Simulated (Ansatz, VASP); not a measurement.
Two plane-wave programs on Al2O3

The input INCAR:

```
SYSTEM = Al2O3
  PREC = Accurate
  ENCUT = 520
  EDIFF = 1E-6
  ISMEAR = 0
  SIGMA = 0.05
  LREAL = .False.
  LASPH = .True.
  NELM = 60
  ALGO = Normal
  ISIF = 2
  LWAVE = .False.
  LCHARG = .True.
  GGA = PS
  LELF = .True.
  LVHAR = .True.
  NBANDS = 20
```

File KPOINTS:

```
Automatic mesh
0
Gamma
  12 12 4
  0 0 0
```

File POSCAR:

```
Al2O3
1.0
    3.1381818458      0.0000000000      0.0000000000
   -1.5690909229      2.7177452001      0.0000000000
    0.0000000000      0.0000000000      7.8776214423
Al O
2 3
Direct
    0.0000000000      0.0000000000      0.2779510000
    0.0000000000      0.0000000000      0.7220490000
    0.3333333333      0.6666666667      0.1994540000
    0.6666666667      0.3333333333      0.8005460000
    0.0000000000      0.0000000000      0.5000000000
```

Input for Ansatz:

```yaml
crystal:
  lattice:
    - [3.1381818458, 0.0, 0.0]
    - [-1.5690909229, 2.7177452001, 0.0]
    - [0.0, 0.0, 7.8776214423]
  atoms:
    - { symbol: Al, position: [0.0, 0.0, 0.277951] }
    - { symbol: Al, position: [0.0, 0.0, 0.722049] }
    - { symbol: O, position: [0.3333333333, 0.6666666667, 0.199454] }
    - { symbol: O, position: [0.6666666667, 0.3333333333, 0.800546] }
    - { symbol: O, position: [0.0, 0.0, 0.5] }
basis:
  ecutwfc: 420
kpoints:
  mp_grid: { grid: [12, 12, 4] }
hamiltonian:
  xc: pbesol
scf:
  occupations: { method: gaussian, width: 0.05 }
output:
  forces: true
  stress: true
  eigenvalues: true
```

Change from the starting cell: strain +0.040 along x and y, +0.040 along z, atoms carried along.

Alike in both runs: task single point; functional PBEsol; k mesh 12 × 12 × 4; occupations gaussian, width 0.05 eV; no spin polarisation.

|  | VASP | Ansatz |
| --- | --- | --- |
| version | VASP 6.6.1 | Ansatz 0.2.0 |
| potentials or method | VASP PAW PBE potentials, release 64 (Al, O) | scalar-relativistic, plane waves, PAW |
| plane-wave cutoff (eV) | 520 | 420 |
| valence electrons in the cell | 24 | 24 |

VASP gave:

| Property | Result |
| --- | --- |
| gap on the k mesh at the Fermi level (eV) | 1.41 |
| least direct gap on the mesh (eV) | 1.41 |
| pressure (GPa) | -17.8 |
| largest component of the traceless stress (GPa) | 1.75 |
| rms of the force components (eV/Å) | 0.521 |

**Question.** What did Ansatz give for the same quantities?

**Answer.** gap on the k mesh at the Fermi level (eV): 1.42; least direct gap on the mesh (eV): 1.42; pressure (GPa): -17.9; largest component of the traceless stress (GPa): 1.95; rms of the force components (eV/Å): 0.533.

Atom by atom the forces differ by 0.020 eV/Å (rms over components).

Caveats: so large a pressure means that the cell lies far from this level's equilibrium, or that cutoff or potentials fall short (VASP); the potentials were made for another functional, which shifts forces and pressure (VASP). A k mesh can miss the band edges.
